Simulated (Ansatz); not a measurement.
Molecular dynamics on a 2×2×2 supercell (16 atoms) of BeTe (zincblende), relaxed with r2SCAN. Forces come from PBE in Ansatz 0.2.0: a Langevin thermostat at fixed volume, 1300 K, steps of 3 fs. Computed, non-magnetic; the trajectory is short and the cell small, so nothing here is a converged average.

```yaml
crystal:
  lattice:
    - [0.0, 5.6572472447, 5.6572472447]
    - [5.6572472447, 0.0, 5.6572472447]
    - [5.6572472447, 5.6572472447, 0.0]
  atoms:
    - { symbol: Be, position: [0.0, 0.0, 0.0] }
    - { symbol: Te, position: [0.125, 0.125, 0.125] }
    - { symbol: Be, position: [0.0, 0.0, 0.5] }
    - { symbol: Te, position: [0.125, 0.125, 0.625] }
    - { symbol: Be, position: [0.0, 0.5, 0.0] }
    - { symbol: Te, position: [0.125, 0.625, 0.125] }
    - { symbol: Be, position: [0.0, 0.5, 0.5] }
    - { symbol: Te, position: [0.125, 0.625, 0.625] }
    - { symbol: Be, position: [0.5, 0.0, 0.0] }
    - { symbol: Te, position: [0.625, 0.125, 0.125] }
    - { symbol: Be, position: [0.5, 0.0, 0.5] }
    - { symbol: Te, position: [0.625, 0.125, 0.625] }
    - { symbol: Be, position: [0.5, 0.5, 0.0] }
    - { symbol: Te, position: [0.625, 0.625, 0.125] }
    - { symbol: Be, position: [0.5, 0.5, 0.5] }
    - { symbol: Te, position: [0.625, 0.625, 0.625] }
kpoints:
  mp_grid: { grid: [2, 2, 2] }
hamiltonian:
  xc: pbe
scf:
  occupations: { method: fermi_dirac, width: 0.112 }
md:
  ensemble: nvt_langevin
  temperature: 1300
  timestep: 3.0
  n_steps: 30
  initial_velocities: maxwell_boltzmann
  seed: 8762
```

Run as `ansatz run input.yaml --threads 4 --pin off --max-ram 3686MiB --backend cpu --events-out ev --progress --plain --runs-dir out`. Wall time 110 s on 4 threads of Arm Neoverse V1, with other jobs on the host, load about 0.9 per core; peak host memory 1.2 GiB.

```tsv
step	t (fs)	T (K)	free energy F from step 0 (meV/atom)	kinetic energy (meV/atom)	largest force (eV/Å)
0	0	1219	0.0	157.5	0.00
1	3	1147	5.7	148.3	0.52
2	6	1129	22.1	145.9	1.15
3	9	1278	48.6	165.2	1.89
4	12	1003	80.5	129.6	2.62
5	15	824	107.8	106.5	3.05
6	18	797	122.1	103.0	2.93
7	21	898	122.0	116.0	2.42
8	24	1148	112.2	148.4	2.03
9	27	1207	103.2	156.0	1.76
10	30	1129	103.0	146.0	2.07
11	33	1072	110.0	138.6	2.31
12	36	888	118.0	114.8	2.33
13	39	960	122.6	124.1	2.07
14	42	937	125.4	121.1	2.16
15	45	940	129.0	121.4	2.89
16	48	927	132.3	119.9	3.61
17	51	873	130.7	112.9	3.95
18	54	1010	124.3	130.5	3.79
19	57	1065	118.5	137.6	3.20
20	60	1042	119.7	134.7	2.52
21	63	848	130.8	109.7	2.85
22	66	831	144.6	107.4	2.98
23	69	946	155.7	122.2	3.37
24	72	839	163.0	108.5	3.53
25	75	837	163.6	108.1	3.21
26	78	893	158.2	115.5	2.65
27	81	858	150.1	110.9	2.17
28	84	991	141.5	128.1	2.27
29	87	977	134.9	126.3	2.22
30	90	1035	130.0	133.8	1.98
```

The temperature starts at 1219 K, is lowest at step 6 (797 K, 18 fs) and ends at 1035 K. The thermostat hasn't had time to restore it. The atoms start on their lattice sites with kinetic energy alone, so much of it first passes into potential energy. By the last step the atoms have moved 0.30 Å in the root mean square, the drift of the whole cell taken out, 0.57 Å at most.

Positions (Å) and forces (eV/Å) at step 30:
```
Be  -0.129   0.238   0.047     0.477  -0.956   0.075
Te   1.449   1.406   1.349    -0.091   1.703  -0.196
Be   3.043   2.692  -0.548    -0.926   0.635   1.628
Te   4.187   4.217   1.195    -0.048  -0.374   0.194
Be   2.724  -0.110   2.452     0.093  -0.180   1.447
Te   4.150   1.229   4.147    -0.143   1.117  -0.627
Be   5.696   2.917   2.759    -1.383  -0.577  -0.272
Te   6.993   4.188   4.142     1.047   0.126  -0.130
Be   0.230   2.931   3.266     0.344   0.314  -1.360
Te   1.661   4.486   4.527    -0.698  -1.178  -0.409
Be   2.718   5.542   2.671     0.162   0.172  -0.318
Te   4.408   6.896   3.966    -0.270  -0.058  -0.008
Be   2.991   2.592   5.773    -0.553   0.430  -0.126
Te   4.300   4.173   7.124     0.775  -0.819  -0.123
Be   5.595   5.560   5.531     0.007  -0.129   0.640
Te   6.839   7.025   7.053     1.206  -0.226  -0.415
```
